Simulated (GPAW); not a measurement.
Input of a GPAW 26.7.0 run:

File run.py:

```python
import spglib
from ase import Atoms
from ase.calculators.mixing import SumCalculator
from ase.eos import EquationOfState
from ase.io import Trajectory, read
from ase.units import GPa
from dftd3.ase import DFTD3
from gpaw import GPAW, PW

atoms = read('HgSe.cif')
cell, positions, numbers = spglib.find_primitive(
    (atoms.cell[:], atoms.get_scaled_positions(), atoms.numbers), symprec=1e-4)
atoms = Atoms(numbers, cell=cell, scaled_positions=positions, pbc=True)

traj = Trajectory('eos.traj', 'w')
volumes, energies = [], []
for x in [0.94, 0.96, 0.98, 1.0, 1.02, 1.04, 1.06]:
    a = atoms.copy()
    a.set_cell(atoms.cell * x**(1 / 3), scale_atoms=True)
    calc = GPAW(mode=PW(600),
                xc='PBE',
                kpts={'size': (6, 6, 6), 'gamma': True},
                occupations={'name': 'fermi-dirac', 'width': 0.05},
                nbands=18,
                convergence={'density': 1e-05, 'energy': 1e-05},
                maxiter=150,
                txt=f'eos-{x:.2f}.txt')
    a.calc = SumCalculator([calc, DFTD3(method='pbe', damping='d3zero')])
    energies.append(a.get_potential_energy())
    volumes.append(a.get_volume())
    p = -a.get_stress()[:3].mean() / GPa
    calc.write(f'eos-{x:.2f}.gpw')
    traj.write(a)
    print(f'{x:.2f} {volumes[-1]:10.4f} A^3 {energies[-1]:14.6f} eV {p:9.3f} GPa', flush=True)

v0, e0, B = EquationOfState(volumes, energies, eos='birchmurnaghan').fit()
print(f'V0 = {v0:.4f} A^3, E0 = {e0:.6f} eV, B0 = {B / GPa:.2f} GPa')
```

HgSe.cif

```cif
data_HgSe
_cell_length_a 6.07800000
_cell_length_b 6.07800000
_cell_length_c 6.07800000
_cell_angle_alpha 90.00000000
_cell_angle_beta 90.00000000
_cell_angle_gamma 90.00000000
_space_group_name_H-M_alt 'F-43m'
_space_group_name_Hall 'F -4 2 3'
_space_group_IT_number 216
loop_
_space_group_symop_operation_xyz
'x,y,z'
'y,-x,-z'
'-x,-y,z'
'-y,x,-z'
'x,-y,-z'
'y,x,z'
'-x,y,-z'
'-y,-x,z'
'z,x,y'
'-z,y,-x'
'z,-x,-y'
'-z,-y,x'
'-z,x,-y'
'z,y,x'
'-z,-x,y'
'z,-y,-x'
'y,z,x'
'-x,-z,y'
'-y,z,-x'
'x,-z,-y'
'-y,-z,x'
'x,z,y'
'y,-z,-x'
'-x,z,-y'
'x,y+1/2,z+1/2'
'y,-x+1/2,-z+1/2'
'-x,-y+1/2,z+1/2'
'-y,x+1/2,-z+1/2'
'x,-y+1/2,-z+1/2'
'y,x+1/2,z+1/2'
'-x,y+1/2,-z+1/2'
'-y,-x+1/2,z+1/2'
'z,x+1/2,y+1/2'
'-z,y+1/2,-x+1/2'
'z,-x+1/2,-y+1/2'
'-z,-y+1/2,x+1/2'
'-z,x+1/2,-y+1/2'
'z,y+1/2,x+1/2'
'-z,-x+1/2,y+1/2'
'z,-y+1/2,-x+1/2'
'y,z+1/2,x+1/2'
'-x,-z+1/2,y+1/2'
'-y,z+1/2,-x+1/2'
'x,-z+1/2,-y+1/2'
'-y,-z+1/2,x+1/2'
'x,z+1/2,y+1/2'
'y,-z+1/2,-x+1/2'
'-x,z+1/2,-y+1/2'
'x+1/2,y,z+1/2'
'y+1/2,-x,-z+1/2'
'-x+1/2,-y,z+1/2'
'-y+1/2,x,-z+1/2'
'x+1/2,-y,-z+1/2'
'y+1/2,x,z+1/2'
'-x+1/2,y,-z+1/2'
'-y+1/2,-x,z+1/2'
'z+1/2,x,y+1/2'
'-z+1/2,y,-x+1/2'
'z+1/2,-x,-y+1/2'
'-z+1/2,-y,x+1/2'
'-z+1/2,x,-y+1/2'
'z+1/2,y,x+1/2'
'-z+1/2,-x,y+1/2'
'z+1/2,-y,-x+1/2'
'y+1/2,z,x+1/2'
'-x+1/2,-z,y+1/2'
'-y+1/2,z,-x+1/2'
'x+1/2,-z,-y+1/2'
'-y+1/2,-z,x+1/2'
'x+1/2,z,y+1/2'
'y+1/2,-z,-x+1/2'
'-x+1/2,z,-y+1/2'
'x+1/2,y+1/2,z'
'y+1/2,-x+1/2,-z'
'-x+1/2,-y+1/2,z'
'-y+1/2,x+1/2,-z'
'x+1/2,-y+1/2,-z'
'y+1/2,x+1/2,z'
'-x+1/2,y+1/2,-z'
'-y+1/2,-x+1/2,z'
'z+1/2,x+1/2,y'
'-z+1/2,y+1/2,-x'
'z+1/2,-x+1/2,-y'
'-z+1/2,-y+1/2,x'
'-z+1/2,x+1/2,-y'
'z+1/2,y+1/2,x'
'-z+1/2,-x+1/2,y'
'z+1/2,-y+1/2,-x'
'y+1/2,z+1/2,x'
'-x+1/2,-z+1/2,y'
'-y+1/2,z+1/2,-x'
'x+1/2,-z+1/2,-y'
'-y+1/2,-z+1/2,x'
'x+1/2,z+1/2,y'
'y+1/2,-z+1/2,-x'
'-x+1/2,z+1/2,-y'
loop_
_atom_site_label
_atom_site_type_symbol
_atom_site_symmetry_multiplicity
_atom_site_Wyckoff_symbol
_atom_site_fract_x
_atom_site_fract_y
_atom_site_fract_z
_atom_site_occupancy
Hg1 Hg 4 a 0.0000000000 0.0000000000 0.0000000000 1
Se1 Se 4 c 0.2500000000 0.2500000000 0.2500000000 1
```

Potentials or basis: GPAW PAW data sets (gpaw-data 1.2.1), pw.

Command:

```console
$ OMP_NUM_THREADS=1 python run.py
```

(1) What does it give for the equilibrium volume?

(2) Predict the bulk modulus.

(3) Estimate the pressure derivative of the bulk modulus.

Answers

(1) 29.42 Å³/atom.

(2) 48 GPa.

(3) 5.3.

**The experiment to reproduce.**

“The pseudo-binary mercury chalcogenide alloy HgSe0.7S0.3 at high pressure: a mechanism of the zinc blende/cinnabar reconstructive phase transition”, 2002, arxiv:cond-mat/0209548 quotes, for a bulk crystal of HgSe: bulk modulus 51.6 ± 0.2 GPa.

A measured bulk modulus of HgSe is 51.6 GPa (quoted in “The pseudo-binary mercury chalcogenide alloy HgSe0.7S0.3 at high pressure: a mechanism of the zinc blende/cinnabar reconstructive phase transition”, 2002, arxiv:cond-mat/0209548); the calculated 48 GPa misses it by -7.0 %. The fit is for a static lattice scaled at fixed shape and fixed fractional positions.
